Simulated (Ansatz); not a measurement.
# Ti (Titanium) (100): surface energy and levels, part 2 of 2

This session takes Ti (Titanium) and sets out to cut the (100) surface, relax it and get its surface energy and levels.

Ansatz 0.2.0; DFT PBE, scalar-relativistic, plane waves, PAW.

## (4) All atoms of the slab relaxed

Contents of input.yaml:

```yaml
crystal:
  lattice:
    - [2.9385821063, 0.0, 0.0]
    - [0.0, 4.6504271807, 0.0]
    - [0.0, 0.0, 28.5727293609]
  atoms:
    - { symbol: Ti, position: [0.0, 0.75, 0.2624880495] }
    - { symbol: Ti, position: [0.5, 0.25, 0.2921770433] }
    - { symbol: Ti, position: [0.5, 0.75, 0.351555031] }
    - { symbol: Ti, position: [0.0, 0.25, 0.3812440248] }
    - { symbol: Ti, position: [0.0, 0.75, 0.4406220124] }
    - { symbol: Ti, position: [0.5, 0.25, 0.4703110062] }
    - { symbol: Ti, position: [0.5, 0.75, 0.5296889938] }
    - { symbol: Ti, position: [0.0, 0.25, 0.5593779876] }
    - { symbol: Ti, position: [0.0, 0.75, 0.6187559752] }
    - { symbol: Ti, position: [0.5, 0.25, 0.648444969] }
    - { symbol: Ti, position: [0.5, 0.75, 0.7078229567] }
    - { symbol: Ti, position: [0.0, 0.25, 0.7375119505] }
basis:
  ecutwfc: 420
kpoints:
  mp_grid: { grid: [12, 8, 1] }
hamiltonian:
  xc: pbe
scf:
  occupations: { method: gaussian, width: 0.1 }
output:
  forces: true
  eigenvalues: true
  write_density: true
  write_potential: true
  elf: true
  volumetric_format: npy
relax:
  adjacent_minimum: "off"
  f_tol: 0.02
  max_steps: 60
efield:
  axis: 3
  dipole_correction: true
```

Run with:

```
ansatz run input.yaml --threads 1 --pin off --max-ram 2560MiB --backend cpu --events-out ev --progress --plain --runs-dir out
```

Standard output:

```text
Warning: RAYON_NUM_THREADS=1 ignored (pool sized by the plan → 1); use --threads N
Engine: ansatz 0.2.0, aarch64-unknown-linux-gnu
Pseudopotentials: kind: paw
Pseudopotential: Ti, paw, valence charge 12, recommended cutoff 420 eV (normal), Ti.paw.azcp
Functional definition: PBE
  parameter kappa = 0.804
  parameter beta = 0.06672455060314922
  exchange = pbe_x(kappa = kappa, mu = beta*pi^2/3)
  correlation = pbe_c(beta = beta)
Crystal: 12 atoms, lattice volume = 390.465 Å³
Basis set: ecut = 420 eV, 7621 PW (Γ), exchange–correlation on 40×64×384 points (8 copies of the dense FFT grid, shifted against one another)
Bands: 87, of which v1, the nominal top of the filled ones, is band 72 counted from 1 (71 counted from 0)
Symmetry: 4 space group operations
k-points: 35 of 96
Non-local potential: Ti, projectors of the file, l = 0: 3, l = 1: 2, l = 2: 3, l = 3: 1
PAW form: soft (Blöchl's): semilocal exchange-correlation on the pseudo side does not see the compensation charge
PAW one-centre angular grid: Ti, 590 points (default); XC on 64 Gauss nodes
Initial density: superposition of atomic densities (neutral atoms: chi_scale 0, normalization atom), corrected by the library's trained network
Initial wavefunctions: pseudopotential atomic-orbital guess
Functional: x = pbe(κ = 0.804, μ = 0.2195149727645171), c = pbe(β = 0.06672455060314922)
SCF iter   1: F=—  HF=-29992.538280 eV  |F-HF|=—  |Δ(HF+E_count)|=         —  Δρ=7.41e-3  dr2=8.05e-1  ethr=1.77e-3  p=0.000 e·Å  D=3.49e-14 V/Å  ΔV_dip=-0.00 eV  dr2_dipole=1.18e-6  V_vac-E_F(+/−)=3.73/3.73 eV  ⟨swp⟩=9.2  Hψ=13874  notcnv=0
efield: sawtooth ramp at fractional position 0.9500 (placed from the atoms, in the widest stretch of the axis that holds none; the zero of the levels goes with the place), width 0.1000; the density the first Hamiltonian is built on has a dipole p = 0.000 e·Å; the dipole correction subtracts the counter field D = 3.49e-14 V/Å, which shifts the + side's vacuum level by -0.00 eV against the − side's; the planar-averaged density in the ramp window peaks in size at 8.0e-5 e/Å³
preconditioner: auto → LDOS  [metal: Δε(μ)=0.006 eV  Ē_g=2.205 eV  σ=0.100 eV  W_gap=0.04  n_scr=68 (ndim 8)  ℏωp=13.0 eV  f_vac=0.408  D(μ)=18.74/eV (n_scr^D=184)  β→1.0]
SCF iter   2: F=—  HF=-29992.527598 eV  |F-HF|=—  |Δ(HF+E_count)|=   1.07e-2  Δρ=3.06e-3  dr2=5.17e-2  ethr=5.59e-4  p=-0.000 e·Å  D=-2.28e-6 V/Å  ΔV_dip=0.00 eV  dr2_dipole=5.59e-7  V_vac-E_F(+/−)=3.79/3.79 eV  ⟨swp⟩=2.2  Hψ=4238  notcnv=0  defer=93
SCF iter   3: F=—  HF=-29992.527937 eV  |F-HF|=—  |Δ(HF+E_count)|=   3.39e-4  Δρ=9.51e-4  dr2=1.78e-2  ethr=3.59e-5  p=-0.000 e·Å  D=-2.85e-6 V/Å  ΔV_dip=0.00 eV  dr2_dipole=3.32e-8  V_vac-E_F(+/−)=3.80/3.80 eV  ⟨swp⟩=2.2  Hψ=4097  notcnv=0  defer=93
SCF iter   4: F=—  HF=-29992.527931 eV  |F-HF|=—  |Δ(HF+E_count)|=   6.18e-6  Δρ=3.56e-4  dr2=8.44e-4  ethr=1.23e-5  p=-0.000 e·Å  D=-2.74e-6 V/Å  ΔV_dip=0.00 eV  dr2_dipole=8.11e-10  V_vac-E_F(+/−)=3.80/3.80 eV  ⟨swp⟩=1.7  Hψ=3123  notcnv=0  defer=93
SCF iter   5: F=—  HF=-29992.528312 eV  |F-HF|=—  |Δ(HF+E_count)|=   3.80e-4  Δρ=8.70e-5  dr2=4.90e-5  ethr=5.86e-7  p=-0.000 e·Å  D=-1.91e-6 V/Å  ΔV_dip=0.00 eV  dr2_dipole=4.31e-10  V_vac-E_F(+/−)=3.79/3.79 eV  ⟨swp⟩=2.3  Hψ=3788  notcnv=0  defer=35
SCF iter   6: F=—  HF=-29992.528362 eV  |F-HF|=—  |Δ(HF+E_count)|=   5.06e-5  Δρ=4.71e-5  dr2=1.88e-5  ethr=6.94e-9  p=-0.000 e·Å  D=-9.86e-7 V/Å  ΔV_dip=0.00 eV  dr2_dipole=8.77e-10  V_vac-E_F(+/−)=3.79/3.79 eV  ⟨swp⟩=25.2  Hψ=31890  notcnv=0
SCF iter   7: F=-29992.528374 eV  HF=-29992.528377 eV  |F-HF|=2.02e-6  |Δ(HF+E_count)|=   1.43e-5  Δρ=2.22e-5  dr2=3.51e-6  ethr=6.94e-9  p=-0.000 e·Å  D=-1.68e-7 V/Å  ΔV_dip=0.00 eV  dr2_dipole=2.94e-12  V_vac-E_F(+/−)=3.78/3.78 eV  ⟨swp⟩=16.0  Hψ=27544  notcnv=0
WARN: efield: at this solve's end the planar-averaged density reaches 1.04e-5 e/Å³ inside the ramp window [0.9150, 0.0850] (bound 1e-5 e/Å³), and -5.41e-7 e/Å³ on another of its planes; the window's nearer edge stands 5.07 Å from this solve's nearest atom along the axis. Its work functions, free energy, forces, stress, dipole, levels and responses can be off, and this figure does not tell by how much. A short vacuum, a low `basis.ecutwfc` or `basis.ecutrho_ratio` and negative occupations (`scf.occupations.method`) can put density there. See the manual's quickstart, § The vacuum guard
SCF 1 converged in 7 iterations: F = -29992.528374 eV  dr2 = 3.51e-6
relax step   1: F+E_penalty+E_count = -29992.52837449 eV  Δ(F+E_penalty+E_count) = +0.000e0 eV  max|allowed force component| = 2.799e-1 eV/Å  Δτ_max = 0.0000 Å  (7 SCF iters, dr2 threshold 1.00e-5 eV, accepted)
[... 14 lines left out ...]
relax step   2: F+E_penalty+E_count = -29992.54724139 eV  Δ(F+E_penalty+E_count) = -1.887e-2 eV  max|allowed force component| = 2.348e-1 eV/Å  Δτ_max = 0.1854 Å  (9 SCF iters, dr2 threshold 4.90e-6 eV, accepted)
[... 13 lines left out ...]
relax step   3: F+E_penalty+E_count = -29992.57201597 eV  Δ(F+E_penalty+E_count) = -2.477e-2 eV  max|allowed force component| = 3.150e-2 eV/Å  Δτ_max = 0.0866 Å  (8 SCF iters, dr2 threshold 3.44e-6 eV, accepted)
[... 11 lines left out ...]
relax step   4: F+E_penalty+E_count = -29992.57243960 eV  Δ(F+E_penalty+E_count) = -4.236e-4 eV  max|allowed force component| = 1.095e-2 eV/Å  Δτ_max = 0.0076 Å  (7 SCF iters, accepted)
WARN: The output density's exchange-correlation potential varies sharply where the density is thin. Do not read a vacuum level from v_tot or v_xc, or from such a field of the output density. On a cell that repeats whose density bears no net charge and no dipole along the vacuum's axis use v_es (v_loc + v_h of the components); under efield.dipole_correction with no amplitude use v_es + v_field, which holds any external_charges[].barrier, or the levels of the report's work_function block, which leave it out; under a non-zero efield.amplitude the vacuum is tilted and has no level; on a cell that repeats and bears such a dipole with no correction it is tilted too, and efield.dipole_correction with no amplitude gives each side of its ramp a level where efield: is served; in a cell that repeats whose density bears a net charge (total_charge, or a fill off its count) it is curved and has none; of a slab under crystal.periodic whose density bears no net charge use v_es, which has a level on each side, short of where the two are joined; of another it falls or rises all the way out and has none; of a slab beside external_charges read slab_vacuum_level instead, which it has where they leave it neutral. The grid or the basis barely resolves most such structure, and the values can differ between equally converged runs; as a rule a tighter scf.convergence.dr2_threshold does not remove it. Where the density itself ripples (under the LDA too) a higher basis.ecutwfc lessens it. The files hold the spikes' plane waves up to the density's cutoff. Files: v_tot_of_output_density and the like, and their columns of v_z.tsv (output.write_potential); v_xc_of_output_density and the like, and their columns of v_comp_z.tsv (output.write_potential_components). Measured: with its Gaussian average of σ = 0.25 Å subtracted twice, the exchange-correlation potential is over 0.1 eV at 1766 of the grid points where the equally averaged density (valence and model cores) is under 1e-3 e/Å³, and 1.08 eV at the most among them, at an averaged density of 1.3e-7 e/Å³. The input density's (outcome.potential() and, of a run that writes arrays, v_tot and v_xc) is over 0.1 eV, so measured, at 4 points of its own thin density, 0.111 eV at the most. See output.write_potential in the manual, Limitations
SCF converged after 7 iterations
Free energy (F): -29992.572440 eV
Harris-Foulkes:  -29992.572440 eV  (|F-HF|=2.62e-9)
Internal energy: -29992.477822 eV  (E = F + TS)
E sigma→0 (E₀):  -29992.525131 eV
Entropy (-TS):   -0.094618 eV (-7.885 meV/atom)
Fermi energy:    5.437489 eV
Dipole field:    D = -0.000001 V/Å  (p = -0.000001 e·Å, saw-weighted, corrected)
Work function:   Φ+ = 3.8691 eV   Φ− = 3.8692 eV
Levels:          The Fermi level and band energies are counted from a zero that moves with the ramp; work functions are not
Vacuum region:   at the solve's end the planar-averaged density reaches 1.42e-5 e/Å³ inside the ramp window [0.9150, 0.0850] (bound 1e-5 e/Å³), and -4.26e-6 e/Å³ on another of its planes; by the running means of the window's planes the mean density over a ramp is at most 1.06e-5 e/Å³, which is held to the bound (the quickstart, § The vacuum guard, A window that rings)
--- Per-component energies (eV) ---
  E_band       = -3033.529011
  E_kinetic    = 3264.608264
  E_local      = -156059.776366  (includes V_loc(G=0)·N_el)
  E_nonlocal   = 100.638613
  E_hartree    = 76585.647992
  E_xc         = -1165.474775
  E_vxc        = -1457.623599  (∫ρ·V_xc dr)
  E_paw        = -12572.246739  (= ΣΔE_a)
  E_vpaw       = -2052.651979  (= ΣTr[D̂ρ^β])
  E_aug_tail   = 0.001383  (compensation charges beyond the density's cutoff)
  E_efield     = 0.000000  (sawtooth field / dipole correction)
  E_vefield    = 0.000000  (∫n·V_field dr)
  E_ewald      = 59854.123806
  E_smearing   = -0.094618  (= −TS)
  E_closure    = 0.000000  (closes the sum)
  Σ components = -29992.572440   (vs F -29992.572440, Δ=0.00e0)
--- Forces (eV/Å), atoms counted from 1 ---
  atom   1  Ti     0.00000000     0.00000000     0.00004546
  atom   2  Ti     0.00000000     0.00000000     0.00505227
  atom   3  Ti     0.00000000     0.00000000    -0.01095244
  atom   4  Ti     0.00000000     0.00000000     0.00587415
  atom   5  Ti     0.00000000     0.00000000    -0.00279704
  atom   6  Ti     0.00000000     0.00000000     0.00572283
  atom   7  Ti     0.00000000     0.00000000    -0.00572202
  atom   8  Ti     0.00000000     0.00000000     0.00279741
  atom   9  Ti     0.00000000     0.00000000    -0.00587447
  atom  10  Ti     0.00000000     0.00000000     0.01095170
  atom  11  Ti     0.00000000     0.00000000    -0.00505170
  atom  12  Ti     0.00000000     0.00000000    -0.00004576
  max |Σ_I F_I| component: 3.81e-7 eV/Å
--- Band table (eV; the first three rows and the last of 35) ---
  k-point 0: bands = ["-51.5222", "-51.5222", "-51.3744", "-51.3534", "-51.3141", "-51.2804", "-51.2445", "-51.2434", "-51.2358", "-51.2281", "-51.2075", "-51.2057", "-27.9981", "-27.9976", "-27.9874", "-27.9718", "-27.9203", "-27.8568", "-27.7828", "-27.7728", "-27.7037", "-27.7016", "-27.6483", "-27.5875", "-27.5478", "-27.5474", "-27.5358", "-27.4699", "-27.4606", "-27.4494", "-27.4390", "-27.4328", "-27.4292", "-27.4001", "-27.3711", "-27.3702", "-27.3674", "-27.3495", "-27.3418", "-27.3308", "-27.3137", "-27.3012", "-27.2819", "-27.2763", "-27.2736", "-27.2651", "-27.2449", "-27.2372", "-0.5927", "-0.1493", "0.5596", "1.4063", "2.2259", "2.8282", "2.8901", "3.1984", "3.3411", "3.5586", "3.6229", "3.7013", "3.7735", "3.9409", "4.3668", "4.8148", "4.9181", "4.9588", "4.9700", "5.1286", "5.4103", "5.5733", "5.7020", "5.8391", "5.9457", "6.0304", "6.0357", "6.0942", "6.1174", "6.2479", "6.2534", "6.2764", "6.3485", "6.3515", "6.4149", "6.4722", "6.4902", "6.5265", "6.5898"]
[... 3 lines left out ...]
--- Relaxed structure (4 steps of the walk, 4 accepted, 0 SCFs on fresh bases) ---
  F+E_penalty+E_count = -29992.57243960 eV   max|allowed force component| = 1.095e-2 eV/Å
  atoms:
    - { symbol: Ti, position: [0.0, 0.7500000000000001, 0.26567797447014985] }
    - { symbol: Ti, position: [0.5000000000000001, 0.25, 0.2945599607615659] }
    - { symbol: Ti, position: [0.5000000000000001, 0.7500000000000001, 0.3507223538342572] }
    - { symbol: Ti, position: [0.0, 0.25, 0.3815510749984427] }
    - { symbol: Ti, position: [0.0, 0.7500000000000001, 0.44010712044408934] }
    - { symbol: Ti, position: [0.5000000000000001, 0.25, 0.47028858010538777] }
    - { symbol: Ti, position: [0.5000000000000001, 0.7500000000000001, 0.5297114096854981] }
    - { symbol: Ti, position: [0.0, 0.25, 0.5598928752616934] }
    - { symbol: Ti, position: [0.0, 0.7500000000000001, 0.618448923468364] }
    - { symbol: Ti, position: [0.5000000000000001, 0.25, 0.6492776558855324] }
    - { symbol: Ti, position: [0.5000000000000001, 0.7500000000000001, 0.7054400391268296] }
    - { symbol: Ti, position: [0.0, 0.25, 0.73432203195819] }
```

It took 15 min on 1 thread of Arm Neoverse V1, shared host; peak memory 1.1 GiB.

Relaxation path:

```csv
step,energy from step 1 (eV/cell),largest force component (eV/Å)
1,0.0000,0.2799
2,-0.0189,0.2348
3,-0.0436,0.0315
4,-0.0441,0.0110
```

Step 1 is the start.

Read from this run: work function 3.87 eV.

Plane-averaged electrostatic potential energy of an electron across the slab, counted from the Fermi level:

(z (Å), V (eV)): (1.79, 3.87), (2.38, 3.87), (2.68, 3.87), (3.27, 3.87), (3.87, 3.86), (4.46, 3.84), (4.76, 3.80), (5.36, 3.64), (5.95, 3.06), (6.25, 2.37), (6.85, -1.43), (7.44, -7.50), (8.04, -11.02), (8.33, -9.43), (8.93, -4.77), (9.52, -4.80), (9.82, -6.84), (10.42, -10.51), (11.01, -7.43), (11.61, -3.29), (11.91, -3.47), (12.50, -7.77), (13.10, -10.55), (13.39, -8.73), (13.99, -4.18), (14.58, -4.18), (15.18, -8.73), (15.48, -10.55), (16.07, -7.77), (16.67, -3.47), (16.97, -3.29), (17.56, -7.43), (18.16, -10.51), (18.75, -6.84), (19.05, -4.80), (19.64, -4.77), (20.24, -9.43), (20.54, -11.02), (21.13, -7.50), (21.73, -1.43), (22.32, 2.37), (22.62, 3.06), (23.22, 3.64), (23.81, 3.80), (24.11, 3.84), (24.70, 3.86), (25.30, 3.87), (25.89, 3.87), (26.19, 3.87), (26.79, 3.87)

Density in a lattice plane of the grid's cell (edges 2.94 and 28.57 Å, at 0.250 of the third edge), which holds Ti.

Ten even steps from ' ' (0.00 e/Å³) to '@' (10.11 e/Å³):
```
            
            
            
            
**::      ::
            
    ++@@++  
            
%%==      ==
            
    ..--..  
==..      ..
            
    ++@@++  
            
            
            
            
            
            
```
Columns run along the first of these edges and rows up along the second, over one cell in 6 and 20 even steps from the bottom left corner. Atoms in the plane (fractional): Ti at (0.50, 0.29), Ti at (0.00, 0.38), Ti at (0.50, 0.47), Ti at (0.00, 0.56), Ti at (0.50, 0.65), Ti at (0.00, 0.73).

ELF in the same plane.

Ten even steps from '0' (0.00) to '9' (0.71):
```
000000
000000
000000
002420
781218
125752
328082
333233
382528
422422
936863
871317
325952
439193
961016
332123
000000
000000
000000
000000
```
Columns run along the first of these edges and rows up along the second, over one cell in 6 and 20 even steps from the bottom left corner. Atoms in the plane (fractional): Ti at (0.50, 0.29), Ti at (0.00, 0.38), Ti at (0.50, 0.47), Ti at (0.00, 0.56), Ti at (0.50, 0.65), Ti at (0.00, 0.73).

Both are smooth fields of the valence electrons: close to the nuclei they are not physical.

Maxima of ELF outside the ion cores: 0.76 between the atoms, 2.0 Å from Ti.

## (5) Surface energy and levels of (100)

The surface energy is (E_slab − N·E_bulk) / 2A, with N = 12 atoms and A = 13.67 Å².

|  | as cut | relaxed |
| --- | --- | --- |
| surface energy, mean of both faces | 2.07 J/m² | 2.04 J/m² |
| work function | 3.78 eV | 3.87 eV |
| dipole along +c (e·Å/cell) | 0.000 | 0.000 |

Spacings of the planes, from the bottom up:

```tsv
plane	atoms	spacing to the next, as cut (Å)	relaxed (Å)	change (%)	rumpling (Å)
1	Ti	0.848	0.825	-2.7	0.000
2	Ti	1.697	1.605	-5.4	0.000
3	Ti	0.848	0.881	+3.8	0.000
4	Ti	1.697	1.673	-1.4	0.000
5	Ti	0.848	0.862	+1.7	0.000
6	Ti	1.697	1.698	+0.1	0.000
7	Ti	0.848	0.862	+1.7	0.000
8	Ti	1.697	1.673	-1.4	0.000
9	Ti	0.848	0.881	+3.8	0.000
10	Ti	1.697	1.605	-5.4	0.000
11	Ti	0.848	0.825	-2.7	0.000
12	Ti				0.000
```

## (6) What came out

This closing draws on all 2 parts.

| quantity | value |
| --- | --- |
| surface energy, (100), cut with Ti on top | 2.04 J/m² |
| work function, (100), cut with Ti on top | 3.87 eV |

The outermost spacing of (100) contracts by 2.7 %, and relaxation gains 0.026 J/m² a face. Another spacing, gap 10 from the bottom, changes more, by -5.4 %. In some runs the vacuum holds more charge than the dipole correction wants, so vacuum levels can be off.
